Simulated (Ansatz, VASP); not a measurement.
Two plane-wave programs on Mo

The input INCAR:

```
SYSTEM = Mo
PREC = Accurate
ENCUT = 520
EDIFF = 1E-6
ISMEAR = -1
SIGMA = 0.1
LREAL = .FALSE.
LASPH = .TRUE.
NELM = 60
ALGO = Normal
ISIF = 2
LWAVE = .FALSE.
LCHARG = .FALSE.
NBANDS = 13
```

File KPOINTS:

```
regular mesh
0
G
  14 14 14
  0 0 0
```

File POSCAR:

```
Mo
1.0
   -1.5565653770      1.5565653770      1.5565653770
    1.5565653770     -1.5565653770      1.5565653770
    1.5565653770      1.5565653770     -1.5565653770
Mo
1
Direct
    0.0000000000      0.0000000000      0.0000000000
```

Input for Ansatz:

```yaml
crystal:
  lattice:
    - [-1.55656537702, 1.55656537702, 1.55656537702]
    - [1.55656537702, -1.55656537702, 1.55656537702]
    - [1.55656537702, 1.55656537702, -1.55656537702]
  atoms:
    - { symbol: Mo, position: [0.0, 0.0, 0.0] }
kpoints:
  mp_grid: { grid: [14, 14, 14] }
scf:
  occupations: { method: fermi_dirac, width: 0.1 }
hamiltonian:
  xc: lda
  pseudopotentials: { kind: paw }
output:
  forces: true
  stress: true
  eigenvalues: true
  eigenstates:
    nscf_kmesh: { grid: [24, 24, 24] }
    de_dk: true
    e_range: [-14, 14]
  optics:
    e_range: [0, 20]
    de: 0.2
    sigma: 0.1
    bands: { spectra_wanted_up_to: 20 }
    nscf_kmesh: { grid: [24, 24, 24] }
    drude_damping: 0.03
checkpoint:
  write: ck
  write_wavefunctions: false
```

Alike in both runs: task single point; functional LDA; k mesh 14 × 14 × 14; occupations fermi-dirac, width 0.1 eV; no spin polarisation.

```csv
,VASP,Ansatz
version,VASP 6.6.1,Ansatz 0.2.0
potentials or method,"VASP PAW LDA potentials, release 64 (Mo_sv)","PAW with Ansatz's default frozen-core files, scalar-relativistic"
plane-wave cutoff (eV),520,420
valence electrons in the cell,14,14
```

Ansatz gave:

- pressure (GPa): 0.0

**Question.** What did VASP give for the same quantities?

**Answer.** Pressure (GPa): 1.2.

Ansatz warned: «optics_on_partly_filled_bands».
